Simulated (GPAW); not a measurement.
Here is a GPAW 26.7.0 calculation.

File run.py:

```python
from ase import Atoms
from ase.dft.bandgap import bandgap
from ase.io import write
from ase.units import GPa
from gpaw import GPAW, PW, setup_paths

setup_paths.insert(0, '.')

atoms = Atoms(['Ge', 'Ge'],
              cell=[[0.0, 2.82891, 2.82891],
                    [2.82891, 0.0, 2.82891],
                    [2.82891, 2.82891, 0.0]],
              scaled_positions=[[0.760966, 0.733256, 0.753339],
                                [0.493445, 0.489395, 0.51015]],
              pbc=True)

calc = GPAW(mode=PW(600),
            xc='PBEsol',
            kpts={'size': (8, 8, 8), 'gamma': True},
            occupations={'name': 'fermi-dirac', 'width': 0.05},
            nbands=11,
            convergence={'density': 1e-05, 'energy': 1e-05},
            maxiter=150,
            txt='gpaw.txt')
atoms.calc = calc
energy = atoms.get_potential_energy()
forces = atoms.get_forces()
stress = atoms.get_stress()
calc.write('gs.gpw')
write('result.traj', atoms)
print(f'Energy: {energy:.6f} eV')
print('Forces (eV/A):')
print(forces.round(4))
print('Stress (GPa):', (stress / GPa).round(3))
print('Fermi level:', round(calc.get_fermi_level(), 4), 'eV')
print(f'Gap: {bandgap(calc)[0]:.4f} eV, direct: {bandgap(calc, direct=True)[0]:.4f} eV')
```

Potentials or basis: PAW data sets generated in the run's folder for this functional, pw.

Launch:

```console
$ gpaw-setup -f PBEsol Ge
$ OMP_NUM_THREADS=1 python run.py
```

(1) Predict the pressure.

(2) What does it give for the band gap on the k mesh?

(3) What does it give for the largest force?

Answers

(1) 1.1 GPa.

(2) none (metal or under the smearing width).

(3) 0.713 eV/Å.
